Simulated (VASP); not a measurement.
## Zn2Ga2O3: relaxation of cell and atoms with PBE

Crystal: Zn2Ga2O3.

```xyz
7
Lattice="3.0676 0.0000 0.0000 -1.5338 2.6567 0.0000 0.0000 0.0000 11.9602" Properties=species:S:1:pos:R:3 pbc="T T T"
Zn    0.0000    1.7711    1.2517
Zn    1.5338    0.8856   10.7086
Ga    0.0000    0.0000    8.0045
Ga    0.0000    0.0000    3.9558
O     1.5338    0.8856    2.4846
O     0.0000    1.7711    9.4757
O     0.0000    0.0000    0.0000
```

The cell was built by a generator and needn't be a form met in nature.

| Item | Value |
| --- | --- |
| Program | VASP 6.6.1 |
| Task | relaxation of cell and atoms |
| Functional | PBE |
| Potentials or basis | VASP PAW PBE potentials, release 64 (Zn, Ga_d, O) |
| Cutoff | 520 eV |
| k mesh | 10 × 10 × 2 |
| Occupations | gaussian, width 0.03 eV |
| Spin | no spin polarisation |
| Further INCAR settings | ALGO = Normal; EDIFF = 1e-07; IBRION = 2; POTIM = 0.3; EDIFFG = -0.005; NSW = 60; ISIF = 3 |

```
Relaxed volume                         : 13.92 Å³/atom
Relaxed cell                           : a = 3.067 Å, b = 3.067 Å, c = 11.965 Å, α = 90.00°, β = 90.00°, γ = 120.00°
Space group after relaxing (to 0.05 Å) : P-3m1 (No. 164)
Energy gained by relaxing              : 0.0 meV/atom
Ionic steps                            : 4
Pressure after relaxing                : 0.0 GPa
Band gap on the k mesh                 : 0.14 eV, indirect (least direct gap 1.33 eV)
```

Final structure:
```
CELL_PARAMETERS angstrom
3.06657 0.00000 0.00000
-1.53328 2.65572 0.00000
0.00000 0.00000 11.96492
ATOMIC_POSITIONS crystal
Zn 0.33333 0.66667 0.10467
Zn 0.66667 0.33333 0.89533
Ga 0.00000 0.00000 0.66931
Ga 0.00000 0.00000 0.33069
O 0.66667 0.33333 0.20780
O 0.33333 0.66667 0.79220
O 0.00000 0.00000 0.00000
```

Levels at points of the mesh, in eV from the valence-band top:
```csv
k point,band 31,band 32,band 33,band 34,band 35,band 36,band 37,band 38
"(0.00, 0.00, 0.00)",-2.15,-2.01,-1.57,-1.57,0.14,2.46,2.86,6.12
"(0.50, 0.00, 0.00)",-2.46,-1.76,-1.61,-0.90,0.72,0.82,3.49,5.22
"(0.00, 0.00, 0.50)",-2.15,-2.15,-1.57,-1.57,1.02,1.28,3.48,5.74
"(0.50, 0.00, 0.50)",-2.43,-1.76,-1.43,-1.12,0.41,1.16,3.91,4.51
```

Wall time 100 s on 4 MPI ranks on Intel(R) Xeon(R) Platinum 8488C (Sapphire Rapids), on a shared host, peak memory 0.28 GiB a rank.

A k mesh can miss the band edges.
